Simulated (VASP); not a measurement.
# RbCl: relaxation of cell and atoms with PBE

Crystal: RbCl.

```
CELL_PARAMETERS angstrom
0.00000 3.35023 3.35023
3.35023 0.00000 3.35023
3.35023 3.35023 0.00000
ATOMIC_POSITIONS crystal
Rb 0.00000 0.00000 0.00000
Cl 0.50000 0.50000 0.50000
```

- Program: VASP 6.6.1
- Task: relaxation of cell and atoms
- Functional: PBE
- Potentials or basis: VASP PAW PBE potentials, release 64 (Rb_sv, Cl)
- Cutoff: 600 eV
- k mesh: 8 × 8 × 8
- Occupations: gaussian, width 0.03 eV
- Spin: no spin polarisation
- Further INCAR settings: ALGO = Normal; EDIFF = 1e-07; IBRION = 2; EDIFFG = -0.005; NSW = 90; ISIF = 3

| Quantity | Value |
| --- | --- |
| Pressure after relaxing | 0.0 GPa |
| Band gap on the k mesh | 4.83 eV, direct |

Final structure:
```yaml
crystal:
  lattice:
    - [0.00000, 3.35023, 3.35023]
    - [3.35023, 0.00000, 3.35023]
    - [3.35023, 3.35023, 0.00000]
  atoms:
    - { symbol: Rb, position: [0.00000, 0.00000, 0.00000] }
    - { symbol: Cl, position: [0.50000, 0.50000, 0.50000] }
```

Levels at points of the mesh, in eV from the valence-band top:
| k point | band 4 | band 5 | band 6 | band 7 | band 8 | band 9 | band 10 | band 11 | band 12 |
| --- | --- | --- | --- | --- | --- | --- | --- | --- | --- |
| (0.00, 0.00, 0.00) | -8.10 | -8.10 | 0.00 | 0.00 | 0.00 | 4.83 | 7.95 | 7.95 | 7.95 |
| (0.50, 0.00, 0.00) | -8.11 | -8.09 | -0.79 | -0.29 | -0.29 | 7.57 | 7.77 | 9.95 | 9.95 |
| (0.50, 0.50, 0.00) | -8.18 | -8.18 | -0.32 | -0.10 | -0.10 | 6.24 | 7.82 | 9.41 | 9.95 |

Run time: 23 s on 1 thread of AMD EPYC 9R45 (Zen 5), with other jobs on the host, peak memory 0.21 GiB.

Caveat: the relaxation stopped at its first step, so nothing moved. A k mesh can miss the band edges.
